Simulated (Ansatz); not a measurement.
# Au (Im-3m) in Ansatz: reference runs

How does Au come out in PBEsol? The cell is run as given and disturbed.

Program: Ansatz 0.2.0. These are calculated values, not measurements. Logs are shortened: lines on timing, memory, paths and dates and some standing lists are left out, and cuts for length are marked.

**1. The structure**

The structure is cubic, space group Im-3m (No. 229). Conventional cell: a = 3.315 Å, b = 3.315 Å, c = 3.315 Å, α = 90.00°, β = 90.00°, γ = 90.00°. Around Au (site symmetry m-3m) lie 8 Au at 2.87 Å.

This isn't the form of Au at room conditions, which is fcc.

**2. Single point, PBEsol**

Input file input.yaml:

```yaml
crystal:
  lattice:
    - [-1.657269, 1.657269, 1.657269]
    - [1.657269, -1.657269, 1.657269]
    - [1.657269, 1.657269, -1.657269]
  atoms:
    - { symbol: Au, position: [0.0, 0.0, 0.0] }
hamiltonian:
  xc: pbesol
  pseudopotentials: { kind: paw }
kpoints:
  mp_grid: { grid: [11, 11, 11] }
scf:
  occupations: { method: fermi_dirac, width: 0.05 }
output:
  forces: true
  stress: true
  eigenvalues: true
```

Potentials or basis: Ansatz PAW.

Started as:

```bash
$ ansatz run input.yaml --threads 2 --pin off --max-ram 5632MiB --backend cpu --events-out ev --progress --plain --runs-dir out
```

What it wrote:

```text
Warning: RAYON_NUM_THREADS=2 ignored (pool sized by the plan → 2); use --threads N
Engine: ansatz 0.2.0, x86_64-unknown-linux-gnu
Pseudopotentials: kind: paw
Pseudopotential: Au, paw, valence charge 19, recommended cutoff 420 eV (normal), Au.paw.azcp
Functional definition: PBEsol
  exchange = pbesol_x
  correlation = pbesol_c
Crystal: 1 atoms, lattice volume = 18.207 Å³
Basis set: ecut = 420 eV, 369 PW (Γ), exchange–correlation on 40×40×40 points (8 copies of the dense FFT grid, shifted against one another)
Bands: 14, of which v1, the nominal top of the filled ones, is band 10 counted from 1 (9 counted from 0)
Symmetry: 48 space group operations
Space group: Im-3m (ITA 229), of the structure as read, at distance tolerance 2.6e-5 Å
k-points: 56 of 1331
Non-local potential: Au, projectors of the file, l = 0: 3, l = 1: 2, l = 2: 2, l = 3: 1
PAW form: soft (Blöchl's): semilocal exchange-correlation on the pseudo side does not see the compensation charge
PAW frozen core: Au, regenerated for the run's functional, and the local potential with it (the file was generated under x = pbe(κ = 0.804, μ = 0.2195149727645171), c = pbe(β = 0.06672455060314922))
PAW one-centre angular grid: Au, 590 points (default); XC on 64 Gauss nodes
Initial density: superposition of atomic densities (neutral atoms: chi_scale 0, normalization atom), corrected by the library's trained network
Initial wavefunctions: pseudopotential atomic-orbital guess
Functional: x = pbesol(κ = 0.804, μ = 0.12345679012345678), c = pbesol(β = 0.046)
SCF iter   1: F=—  HF=-13007.039870 eV  |F-HF|=—  |Δ(HF+E_count)|=         —  Δρ=5.63e-3  dr2=5.38e-3  ethr=1.77e-3  ⟨swp⟩=4.5  Hψ=3933  notcnv=0
preconditioner: auto → Kerker (q_TF=auto, 2.748 Å⁻¹)  [metal: Δε(μ)=0.027 eV  Ē_g=15.444 eV  σ=0.050 eV  W_gap=0.13  n_scr=12 (ndim 8)  ℏωp=28.9 eV  f_vac=0.000  D(μ)=0.84/eV (n_scr^D=12)]
SCF iter   2: F=—  HF=-13007.038685 eV  |F-HF|=—  |Δ(HF+E_count)|=   1.19e-3  Δρ=2.41e-3  dr2=9.03e-4  ethr=2.83e-5  ⟨swp⟩=1.3  Hψ=1251  notcnv=0
SCF iter   3: F=—  HF=-13007.038452 eV  |F-HF|=—  |Δ(HF+E_count)|=   2.33e-4  Δρ=5.22e-4  dr2=2.06e-5  ethr=4.75e-6  ⟨swp⟩=2.2  Hψ=1018  notcnv=0
SCF iter   4: F=—  HF=-13007.038449 eV  |F-HF|=—  |Δ(HF+E_count)|=   3.20e-6  Δρ=6.67e-5  dr2=4.98e-7  ethr=1.08e-7  ⟨swp⟩=2.2  Hψ=1057  notcnv=0
iter 5 did not close the SCF: its close was put off for the readings that it lacked (scf_convergence_deferred on its scf_iter line)
SCF iter   5: F=-13007.038449 eV  HF=-13007.038449 eV  |F-HF|=3.71e-9  |Δ(HF+E_count)|=   9.06e-8  Δρ=1.29e-5  dr2=1.50e-8  ethr=2.62e-9  ⟨swp⟩=2.3  Hψ=1054  notcnv=0
SCF iter   6: F=-13007.038449 eV  HF=-13007.038449 eV  |F-HF|=7.08e-10  |Δ(HF+E_count)|=   5.24e-9  Δρ=2.96e-6  dr2=1.29e-9  ethr=7.91e-11  ⟨swp⟩=2.0  Hψ=2581  notcnv=0
SCF 1 converged in 6 iterations: F = -13007.038449 eV  dr2 = 1.29e-9
SCF converged after 6 iterations
Free energy (F): -13007.038449 eV
Harris-Foulkes:  -13007.038449 eV  (|F-HF|=7.08e-10)
Internal energy: -13007.032507 eV  (E = F + TS)
E sigma→0 (E₀):  -13007.035478 eV
Entropy (-TS):   -0.005941 eV (-5.941 meV/atom)
Fermi energy:    18.547027 eV
--- Per-component energies (eV) ---
  E_band       = -238.934793
  E_kinetic    = 603.465426
  E_local      = -1803.579733  (includes V_loc(G=0)·N_el)
  E_nonlocal   = 77.760264
  E_hartree    = 760.414329
  E_xc         = -225.885122
  E_vxc        = -273.670535  (∫ρ·V_xc dr)
  E_paw        = -9565.768609  (= ΣΔE_a)
  E_vpaw       = -363.742022  (= ΣTr[D̂ρ^β])
  E_aug_tail   = 0.001426  (compensation charges beyond the density's cutoff)
  E_ewald      = -2853.749966
  E_core_change = 0.309479  (= ΣΔE_core)
  E_smearing   = -0.005941  (= −TS)
  E_closure    = 0.000000  (closes the sum)
  Σ components = -13007.038449   (vs F -13007.038449, Δ=0.00e0)
--- Forces (eV/Å), atoms counted from 1 ---
  atom   1  Au    -0.00000000     0.00000000     0.00000000
  max |Σ_I F_I| component: 1.23e-31 eV/Å
--- Stress (GPa, compression-positive) ---
       -8.881184      -0.000000       0.000000
       -0.000000      -8.881184      -0.000000
       -0.000000       0.000000      -8.881184
  P = ⅓ Tr σ = -8.8812 GPa (-88.812 kbar)
--- Band table (eV; the first three rows and the last of 56) ---
  k-point 0: bands = ["-86.5890", "-37.9023", "-37.9023", "-37.9023", "9.4361", "14.1827", "14.1827", "14.1827", "15.9414", "15.9414", "35.0570", "35.0570", "35.0570", "41.7990"]
  k-point 1: bands = ["-86.5882", "-37.9163", "-37.9075", "-37.9021", "9.7223", "14.0965", "14.1903", "14.3785", "15.8433", "15.9479", "34.8859", "35.0786", "35.4031", "39.4941"]
  k-point 2: bands = ["-86.5862", "-37.9537", "-37.9213", "-37.9016", "10.5145", "13.8727", "14.2105", "14.9362", "15.6813", "15.9714", "32.9953", "34.4658", "36.3588", "37.9560"]
  k-point 55: bands = ["-86.5721", "-38.0360", "-38.0343", "-38.0343", "12.4847", "12.5072", "16.8122", "16.8122", "16.9142", "23.6846", "25.1965", "25.1965", "28.5667", "33.9073"]
```

It took 0.92 s on 2 threads of AMD EPYC 7R43 (Zen 3), shared host; peak memory 0.31 GiB.

What came out:

* Free energy: -13007.0384 eV
* Pressure: -8.9 GPa
* Band gap on the k mesh: none (metal or under the smearing width)

Caveat: the PAW data sets come from PBE, with cores solved anew for the run's functional, which leaves a small shift of forces and pressure. Spin-orbit coupling is left out, which matters for the levels of Au.

**3. Single point, PBEsol (cell strained at random at fixed volume)**

Input file input.yaml:

```yaml
crystal:
  lattice:
    - [-1.66724, 1.610846, 1.664696]
    - [1.603735, -1.635684, 1.626029]
    - [1.736433, 1.704878, -1.689534]
  atoms:
    - { symbol: Au, position: [-0.009882, -0.017092, -0.021301] }
hamiltonian:
  xc: pbesol
  pseudopotentials: { kind: paw }
kpoints:
  mp_grid: { grid: [11, 11, 11] }
scf:
  occupations: { method: fermi_dirac, width: 0.05 }
output:
  forces: true
  stress: true
  eigenvalues: true
```

Potentials or basis: Ansatz PAW.

Started as:

```bash
$ ansatz run input.yaml --threads 2 --pin off --max-ram 5632MiB --backend cpu --events-out ev --progress --plain --runs-dir out
```

It took 6.4 s on 2 threads of AMD EPYC 7R43 (Zen 3), shared host; peak memory 0.48 GiB.

It converged, with:

```yaml
Free_energy: -13007.0318 eV
Pressure: -8.5 GPa
Band_gap_on_the_k_mesh: none (metal or under the smearing width)
```

Stress tensor (GPa, compression positive):
```
-7.82 -1.87  1.73
-1.87 -8.41  0.16
 1.73  0.16 -9.17
```

Levels at points of the mesh, in eV from the Fermi level:
| k point | band 6 | band 7 | band 8 | band 9 | band 10 | band 11 | band 12 | band 13 |
| --- | --- | --- | --- | --- | --- | --- | --- | --- |
| (0.00, 0.00, 0.00) | -4.64 | -4.50 | -4.03 | -2.63 | -2.55 | 16.00 | 16.40 | 17.02 |

Caveat: the PAW data sets come from PBE, with cores solved anew for the run's functional, which leaves a small shift of forces and pressure. The run has no spin-orbit coupling, so splittings on Au are missing.
